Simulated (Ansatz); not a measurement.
# V_Si in SiC (F-43m): charge-transition levels and formation energies

Charge states of V_Si in SiC (F-43m), set against the band edges. Model: a cell of 54 host atoms with 1 Si taken out.

Method: place-levels on r2SCAN runs: charge-transition levels and formation energies with image-charge correction and potential alignment at the atomic sites; PAW set soft_1, in Ansatz 0.2.0.

### Step 1. Starting point

The cell holds 53 atoms: 26 Si and 27 C. Cell: a = 8.964 Å, b = 8.964 Å, c = 8.964 Å, α = 60.0°, β = 60.0°, γ = 60.0°. It derives from SiC (space group F-43m). Nearest the centre at fractional (0.333, 0.667, 0.667): C34 at 1.83 Å, C30 at 1.83 Å, C18 at 1.83 Å, C35 at 1.83 Å, Si31 at 2.99 Å, Si25 at 2.99 Å, Si23 at 2.99 Å, Si5 at 2.99 Å.

The host's dielectric constants go in as inputs: 7.06 for the electrons alone, 10.43 with the ions, computed on the host (DFPT, PBEsol, on the r2SCAN cell), and a cell off the functional's own equilibrium shifts the ionic part.

The relaxed host is scaled by −3.0 % along all axes; the dielectric constants are those of the unstrained host.

The cell's shortest repeat is 9.0 Å.

### Step 2. What was run first

Levels follow from differences of total energies between charge states, each relaxed by itself.

Each atom starts 0.05 Å or so off its site in a random direction: a symmetric start keeps its symmetry, and would miss off-centre moves and Jahn–Teller distortions. Forces are taken on a 2×2×2 shifted mesh. The cell holds 2 electrons more than the neutral one, with a uniform background that keeps it neutral on the whole.

The sampling was tested on the host first: at the k-points planned (1x1x1 shifted 0.25 0.25 0.25) its energy lies 0.123 eV an atom from the dense-mesh value, so the final energies take a denser sampling.

One of the inputs; charge, spin and start change from state to state.

The input, qm2.relax/input.yaml:

```yaml
crystal:
  lattice:
    - [0.0, 6.33884207, 6.33884207]
    - [6.33884207, 0.0, 6.33884207]
    - [6.33884207, 6.33884207, 0.0]
  atoms:
    - { symbol: Si, position: [0.0, 0.0, 0.0] }
    - { symbol: C, position: [0.08333333, 0.08333333, 0.08333333] }
[... 2 atom lines left out ...]
    - { symbol: Si, position: [0.0, 0.0, 0.66666667] }
[... 6 atom lines left out ...]
    - { symbol: C, position: [0.08333333, 0.41666667, 0.75] }
    - { symbol: Si, position: [0.0, 0.66666667, 0.0] }
[... 3 atom lines left out ...]
    - { symbol: Si, position: [0.0, 0.66666667, 0.66666667] }
    - { symbol: C, position: [0.08333333, 0.75, 0.75] }
[... 2 atom lines left out ...]
    - { symbol: Si, position: [0.33333333, 0.0, 0.33333333] }
[... 1 atom line left out ...]
    - { symbol: Si, position: [0.33333333, 0.0, 0.66666667] }
[... 1 atom line left out ...]
    - { symbol: Si, position: [0.33333333, 0.33333333, 0.0] }
    - { symbol: C, position: [0.41666667, 0.41666667, 0.08333333] }
[... 2 atom lines left out ...]
    - { symbol: Si, position: [0.33333333, 0.33333333, 0.66666667] }
    - { symbol: C, position: [0.41666667, 0.41666667, 0.75] }
    - { symbol: Si, position: [0.33333333, 0.66666667, 0.0] }
[... 1 atom line left out ...]
    - { symbol: Si, position: [0.33333333, 0.66666667, 0.33333333] }
    - { symbol: C, position: [0.41666667, 0.75, 0.41666667] }
    - { symbol: C, position: [0.41666667, 0.75, 0.75] }
[... 10 atom lines left out ...]
    - { symbol: Si, position: [0.66666667, 0.33333333, 0.66666667] }
    - { symbol: C, position: [0.75, 0.41666667, 0.75] }
[... 2 atom lines left out ...]
    - { symbol: Si, position: [0.66666667, 0.66666667, 0.33333333] }
    - { symbol: C, position: [0.75, 0.75, 0.41666667] }
    - { symbol: Si, position: [0.66666667, 0.66666667, 0.66666667] }
    - { symbol: C, position: [0.75, 0.75, 0.75] }
  host:
    repeats: [3, 3, 3]
    atoms:
      - { symbol: Si, position: [0.0, 0.0, 0.0] }
      - { symbol: C, position: [0.25, 0.25, 0.25] }
total_charge: -2
basis:
  ecutwfc: 500
  xc_grid: 2
hamiltonian:
  xc: r2scan
  pseudopotentials: { kind: paw, azcp: { folder: soft_1 } }
kpoints:
  mp_grid: { grid: [2, 2, 2], shift: [0.5, 0.5, 0.5] }
scf:
  occupations: { method: fixed }
  max_iter: 80
output:
  forces: true
  charged_corrections:
    epsilon: 7.06
    static_epsilon: 10.43
    defect_position: [0.333333, 0.666667, 0.666667]
relax:
  f_tol: 0.02
  max_steps: 80
  random_displacement: { amplitude: 0.05, seed: 3562 }
checkpoint:
  write: "../qm2.relax.run"
  compress: false
  write_wavefunctions: true
  write_every: 100000
```

Launch:

```
$ ansatz run input.yaml --threads 8 --pin off --max-ram 15073MiB --backend cpu --events-out ev --progress --plain --runs-dir out
```

The run of this state that the levels use, under r2SCAN:

The input, qm2.point/input.yaml:

```yaml
crystal:
  checkpoint: "../qm2.relax.run"
  host: checkpoint
total_charge: -2
basis:
  ecutwfc: 500
  xc_grid: 2
hamiltonian:
  xc: r2scan
  pseudopotentials: { kind: paw, azcp: { folder: soft_1 } }
kpoints:
  mp_grid: { grid: [2, 2, 2], shift: [0.5, 0.5, 0.5] }
scf:
  occupations: { method: fixed }
  max_iter: 80
output:
  forces: true
  eigenvalues: true
  charged_corrections:
    epsilon: 7.06
    static_epsilon: 10.43
    defect_position: [0.333333, 0.666667, 0.666667]
  eigenstates: { localisation: true }
  populations: true
checkpoint:
  read: "../qm2.relax.run"
  write: "../qm2.point.run"
  compress: false
  write_wavefunctions: false
  write_every: 100000
```

Relaxations under r2SCAN at a 2×2×2 shifted mesh; times on 8 threads of Arm Neoverse N1, shared host:

```
charge  moment (μB)  occupations    outcome  steps  largest displacement against the far atoms (Å)     time
    −2            0        fixed  converged      6                                            0.07  3.7 min
    −1            1        fixed  converged      5                                            0.12  4.4 min
     0            0        fixed  converged      7                                            0.11  2.3 min
    +1            1        fixed  converged      5                                            0.12  5.2 min
    +2            0        fixed  converged      6                                            0.17  3.1 min
    −1            3        fixed  converged      5                                            0.06  4.9 min
    +1            3        fixed  converged      5                                            0.10  5.4 min
    −2            2        fixed  converged      6                                            0.06  6.1 min
     0            2        fixed  converged      6                                            0.10  5.3 min
    +2            2        fixed  converged      6                                            0.13  6.5 min
```

Single points under r2SCAN at a 2×2×2 shifted mesh; times on 8 threads of Arm Neoverse N1, shared host:

```
charge  moment (μB)  occupations    outcome  time
    −2            0        fixed  converged  22 s
    −1            1        fixed  converged  43 s
     0            0        fixed  converged  21 s
    +1            1        fixed  converged  47 s
    +2            0        fixed  converged  18 s
    −1            3        fixed  converged  47 s
    +1            3        fixed  converged  47 s
    −2            2        fixed  converged  51 s
     0            2        fixed  converged  46 s
    +2            2        fixed  converged  41 s
```

Distances (Å) from the ideal centre to the nearest atoms after relaxation with r2SCAN:

```
charge  moment (μB)      1.      2.      3.      4.       5.       6.
    −2            0  C 1.88  C 1.88  C 1.89  C 1.90  Si 2.93  Si 2.93
    −2            2  C 1.88  C 1.88  C 1.89  C 1.90  Si 2.94  Si 2.94
    −1            1  C 1.88  C 1.88  C 1.88  C 1.95  Si 2.95  Si 2.95
    −1            3  C 1.89  C 1.89  C 1.89  C 1.89  Si 2.96  Si 2.96
     0            0  C 1.91  C 1.91  C 1.92  C 1.94  Si 2.96  Si 2.96
     0            2  C 1.90  C 1.93  C 1.93  C 1.94  Si 2.97  Si 2.97
    +1            1  C 1.94  C 1.94  C 1.95  C 1.95  Si 2.98  Si 2.98
    +1            3  C 1.89  C 1.92  C 1.93  C 1.93  Si 2.96  Si 2.97
    +2            0  C 1.98  C 2.00  C 2.00  C 2.01  Si 2.99  Si 2.99
    +2            2  C 1.91  C 1.95  C 1.95  C 1.96  Si 2.97  Si 2.98
```

### Step 3. place-levels, r2SCAN

A charged cell interacts with its images and the background, and its potential has another zero than the host's. place-levels removes the first by a point-charge model, screened by the static dielectric constant since the ions have relaxed around the charge, and the second by comparing potentials at atoms far from the defect.

The host is a run of the defect-free crystal in the same cutoffs, grids and k-points, so that basis and sampling errors cancel in part in the differences. The host is run in a cell of 2 atoms on a matching mesh. Its band edges are searched through the zone by a band path, so the gap is smaller than, or equal to, that on the mesh. Chemical potentials are energies per atom of Si (diamond), run with the same functional and cutoff.

The input, levels.point.yaml:

```yaml
host:
  run: host.point.run
states: [qm2.point.run, qm1_M1.point.run, q0.point.run, qp1_M1.point.run, qp2.point.run, qm1_M3.point.run, qp1_M3.point.run, qm2_M2.point.run, q0_M2.point.run, qp2_M2.point.run]
geometry_from:
  qm2.point.run: qm2.relax.run
  qm1_M1.point.run: qm1_M1.relax.run
  q0.point.run: q0.relax.run
  qp1_M1.point.run: qp1_M1.relax.run
  qp2.point.run: qp2.relax.run
  qm1_M3.point.run: qm1_M3.relax.run
  qp1_M3.point.run: qp1_M3.relax.run
  qm2_M2.point.run: qm2_M2.relax.run
  q0_M2.point.run: q0_M2.relax.run
  qp2_M2.point.run: qp2_M2.relax.run
  host.point.run: host.relax.run
chemical_potentials:
  Si:
    energy: -639.06578
    dataset: <sha256 of the dataset>
epsilon: 7.06
static_epsilon: 10.43
vertical:
  - { from: qm2.point.run, to: qm2.point_neutral.run }
  - { from: qm1_M1.point.run, to: qm1_M1.point_neutral.run }
  - { from: qp1_M1.point.run, to: qp1_M1.point_neutral.run }
  - { from: qp2.point.run, to: qp2.point_neutral.run }
  - { from: qm1_M3.point.run, to: qm1_M3.point_neutral.run }
  - { from: qp1_M3.point.run, to: qp1_M3.point_neutral.run }
  - { from: qm2_M2.point.run, to: qm2_M2.point_neutral.run }
  - { from: qp2_M2.point.run, to: qp2_M2.point_neutral.run }
```

Launch:

```
$ ansatz place-levels levels.point.yaml -- --threads 8 --pin off --max-ram 15073MiB
```

Numbers of over 12 decimals in the logs are rounded to 6 here.

What it wrote:

```text
[... repeated set-up lines and file paths are left out, and long positions are rounded to six places ...]
(+2/+1) 0.159 eV beneath the valence edge (-0.563 eV without the band-filling correction), in the valence band
(+1/0) 0.151 eV above the valence edge, 1.491 eV under the conduction edge
(0/-1) 0.851 eV above the valence edge, 0.792 eV under the conduction edge
(-1/-2) 1.750 eV above the valence edge (+1.967 eV without the band-filling correction), in the conduction band
formation energy of charge +2: +7.823 eV with the Fermi level at the valence edge
formation energy of charge +1: +7.664 eV with the Fermi level at the valence edge
formation energy of charge 0: +7.816 eV with the Fermi level at the valence edge
formation energy of charge -1: +8.666 eV with the Fermi level at the valence edge
formation energy of charge -2: +10.416 eV with the Fermi level at the valence edge
vertical -2 to 0: no energy, since no alignment is typed
[...]
of vertical[0].from (qm2.point.run): band_overlap_at_count; of the run under geometry_from: band_overlap_at_count; [...]
  of vertical[1].from (qm1_M1.point.run): stability_check_not_made; [...]
  of vertical[2].from (qp1_M1.point.run): stability_check_not_made
  of vertical[3].from (qp2.point.run): it parts from the run that its charge is read beside by 2 carriers, of which the mean alone is read, by its potential at epsilon 7.06, taken for that of held ions (one typed too small widens it): that is narrow, but one [...]
  of vertical[4].from (qm1_M3.point.run): stability_check_not_made; [...]
  of vertical[5].from (qp1_M3.point.run): its moments are held at its close (magnetization.spin_locking), by a field of 0.232 eV a Bohr magneton, and its energy and levels are of the state that this holds: a run that lets them go can end lower; [...]
  of vertical[6].from (qm2_M2.point.run): stability_check_not_made; [...]
  of vertical[7].from (qp2_M2.point.run): its moments are held at its close (magnetization.spin_locking), by a field of 0.093 eV a Bohr magneton, and its energy and levels are of the state that this holds: a run that lets them go can end lower; [...]
```

The job ended after 1.9 s (8 threads of Arm Neoverse N1, shared host).

Levels between the charges placed, in eV above the valence top:

|  | gap (eV) | (+2/+1) | (+1/0) | (0/−1) | (−1/−2) |
| --- | --- | --- | --- | --- | --- |
| r2SCAN | 1.64 | -0.16 | 0.15 | 0.85 | 1.75 |

Corrections by state:

```
charge  moment (μB)  image terms and alignment (eV)  band filling (eV)  ε used  over the lowest of its charge, as the program ranks them, band filling apart (eV)
    +2          0.0                          -0.296             -0.404   10.43                                                                              0.000
    +1          1.0                          -0.318                  -   10.43                                                                              0.000
     0          2.0                           0.000                  -       -                                                                              0.000
    −1          3.0                           0.670                  -   10.43                                                                              0.000
    −2          2.0                           1.802             -0.217   10.43                                                                              0.000
    +2          2.0                          -0.370                  -   10.43                                                                              0.114
    +1          3.0                          -0.341                  -   10.43                                                                              0.491
     0          0.0                           0.000                  -       -                                                                              0.092
    −1          1.0                           0.681                  -   10.43                                                                              0.067
    −2          0.0                           1.822                  -   10.43                                                                              0.546
```

The charged structures listed were also run neutral, and place-levels reads from each pair, by the potential or the spins, how wide the charge is by which they differ; that can be the carrier of either run.

```csv
charge,rms radius (Å),spread where it is widest against the cell (Å),wide from (Å),reading
+2,2.2,1.26,1.27,narrow
+1,2.0,1.16,1.27,narrow
−1,2.4,1.36,1.27,wide
−2,2.1,1.21,1.27,narrow
```

The neutral runs of these pairs need not share the spin of the lowest neutral state, and very wide values only mean spread over the cell.

From the program's caveats on the states, each cut to its opening words:

- charge +2, −2 (2 μB), −2: it parts from the run that its charge is read beside by 2 carriers, of which the mean alone is read, by its potential at epsilon 7.06, taken for that of held [...]
- charge +2: a band-filling correction moves a carrier to the host's band edge, which changes its energy by -0.404 eV
- charge +2: its alignment with the host at atomic sites is doubtful: the mean over the far sites moves by -0.4553 eV from their farther parts to their nearer, more than [...]
- charge +1 (1 μB): its alignment with the host at atomic sites is doubtful: the mean over the far sites moves by -0.3278 eV from their farther parts to their nearer, more than [...]
- charge +1 (1 μB), 0 (2 μB), −1 (3 μB), −2 (2 μB), +2 (2 μB), +1 (3 μB), −1 (1 μB): flagged: stability check not made
- charge 0 (2 μB): its alignment with the host at atomic sites is doubtful: the mean over the far sites moves by -0.1017 eV from their farther parts to their nearer, more than [...]
- charge −1 (3 μB), −1 (1 μB): it parts from the run at its places by a charge that spreads by about 1.4 Å along one vector (1.3 Å or more is wide), by its potential at epsilon 7.06, taken [...]
- charge −2 (2 μB): a band-filling correction moves a carrier to the host's band edge, which changes its energy by -0.217 eV
- charge −2 (2 μB): its alignment with the host at atomic sites is doubtful: the mean over the far sites moves by +0.1374 eV from their farther parts to their nearer, more than [...]
- charge +2 (2 μB): it parts from the run at its places by a charge that spreads by about 1.9 Å along one vector (1.3 Å or more is wide), by its potential at epsilon 7.06, taken [...]
- charge +2 (2 μB): its alignment with the host at atomic sites is doubtful: the mean over the far sites moves by -0.2134 eV from their farther parts to their nearer, more than [...]
- charge +2 (2 μB): its moments are held at its close (magnetization.spin_locking), by a field of 0.093 eV a Bohr magneton, and its energy and levels are of the state that this [...]
- charge +2 (2 μB), +1 (3 μB), −2: filled levels lie above empty ones at the fixed electron count
- charge +1 (3 μB): it parts from the run at its places by a charge that spreads by about 2.2 Å along one vector (1.3 Å or more is wide), by its potential at epsilon 7.06, taken [...]

The host's formation energy from the elements is -0.291 eV per atom at this strain; it sets how far the chemical potentials can move.

Limit set by the element alone; other compounds of these elements are not counted. Chemical potentials from the elements' reference states: C 0.00 eV, Si -0.58 eV. Formation energies (C-rich), with the Fermi level at the valence top and at the conduction bottom (gap 1.64 eV):

| charge | at valence top (eV) | at conduction bottom (eV) | correction included (eV) |
| --- | --- | --- | --- |
| +2 | 7.24 | 10.53 | -0.70 |
| +1 | 7.08 | 8.73 | -0.32 |
| 0 | 7.23 | 7.23 | 0.00 |
| −1 | 8.08 | 6.44 | 0.67 |
| −2 | 9.83 | 6.55 | 1.58 |

| Fermi level (eV) | lowest formation energy (eV) |
| --- | --- |
| 0.00 | 7.08 |
| 0.15 | 7.23 |
| 0.30 | 7.23 |
| 0.45 | 7.23 |
| 0.60 | 7.23 |
| 0.75 | 7.23 |
| 0.90 | 7.19 |
| 1.05 | 7.04 |
| 1.20 | 6.89 |
| 1.34 | 6.74 |
| 1.49 | 6.59 |
| 1.64 | 6.44 |

Limit set by the element alone; other compounds of these elements are not counted. Chemical potentials from the elements' reference states: Si 0.00 eV, C -0.58 eV. Formation energy by charge state (Si-rich; gap 1.64 eV):

```
charge  at valence top (eV)  at conduction bottom (eV)  correction included (eV)
    +2                 7.82                      11.11                     -0.70
    +1                 7.66                       9.31                     -0.32
     0                 7.82                       7.82                      0.00
    −1                 8.67                       7.02                      0.67
    −2                10.42                       7.13                      1.58
```

```json
{"Fermi level (eV)": "0.00", "lowest formation energy (eV)": "7.66"}
{"Fermi level (eV)": "0.15", "lowest formation energy (eV)": "7.81"}
{"Fermi level (eV)": "0.30", "lowest formation energy (eV)": "7.82"}
{"Fermi level (eV)": "0.45", "lowest formation energy (eV)": "7.82"}
{"Fermi level (eV)": "0.60", "lowest formation energy (eV)": "7.82"}
{"Fermi level (eV)": "0.75", "lowest formation energy (eV)": "7.82"}
{"Fermi level (eV)": "0.90", "lowest formation energy (eV)": "7.77"}
{"Fermi level (eV)": "1.05", "lowest formation energy (eV)": "7.62"}
{"Fermi level (eV)": "1.20", "lowest formation energy (eV)": "7.47"}
{"Fermi level (eV)": "1.34", "lowest formation energy (eV)": "7.32"}
{"Fermi level (eV)": "1.49", "lowest formation energy (eV)": "7.17"}
{"Fermi level (eV)": "1.64", "lowest formation energy (eV)": "7.02"}
```

### Step 4. What came out

| Item | Value |
| --- | --- |
| gap of the host | 1.64 eV (r2SCAN) |
| level (plus 2/plus 1) | 0.16 eV below the valence top (-0.56 eV above the valence top without the band-filling term) |
| level (plus 1/0) | 0.15 eV above the valence top |
| level (0/minus 1) | 0.85 eV above the valence top |
| level (minus 1/minus 2) | 1.75 eV above the valence top, past the conduction bottom (1.97 eV above the valence top without the band-filling term) |
| lowest of the charges placed, just above the valence top (0.02 eV) | +1 |
| lowest of the charges placed, just below the conduction bottom (0.02 eV) | −1 |
| lowest formation energy at mid-gap of the charges run, C-rich | 7.23 eV |
| lowest formation energy at mid-gap of the charges run, Si-rich | 7.82 eV |

In words: Of the charges placed (−2, −1, 0, +1 and +2), the lowest changes at 0.15 eV (+1/0) and 0.85 eV (0/−1) above the valence top, in a gap of 1.64 eV. (+1/0) lies nearer to a band edge than the share of the finite-size correction in it (0.32 eV), and that correction holds for a localised charge alone. States placed: +2 at 0 μB and 2 μB; +1 at 1 μB and 3 μB; 0 at 2 μB and 0 μB; −1 at 3 μB and 1 μB; −2 at 2 μB and 0 μB. Other spin states or structures, where not listed, weren't placed. The program finds carriers beyond a band edge of the host and adds a band-filling term at charge −2 (-0.22 eV) and +2 (-0.40 eV); steps to such a charge show no bound level, and a defect level inside a band would be read the same way. Corrections reach 1.8 eV, so the cell is small for these charges and their levels are rough. The program doubts the alignment of potentials for at least one state, a sign that the cell is small. Keep in mind: the images are only 9.0 Å apart; r2SCAN makes the gap too small and tends to spread out bound carriers.

[Logs are printed without paths, hosts, clocks, repeated set-up lines and the standing remarks that a program may print on its own settings, such as how far it seeks lower states.]

[Hosts, paths, dates, database ids (printed as entryN), source tags and the programs' standing remarks are cut or masked in the printed files.]

[Where a table of states has a column of steps, it counts the stored structures, which are thinned; the runs took as many ionic steps or more.]

[A defect's name tells the site on which it was built; relaxed atoms can leave that site.]

[For some hosts the program warned that the k-mesh of the response run may be too coarse for force constants and the static dielectric constant; such warnings are not shown here.]
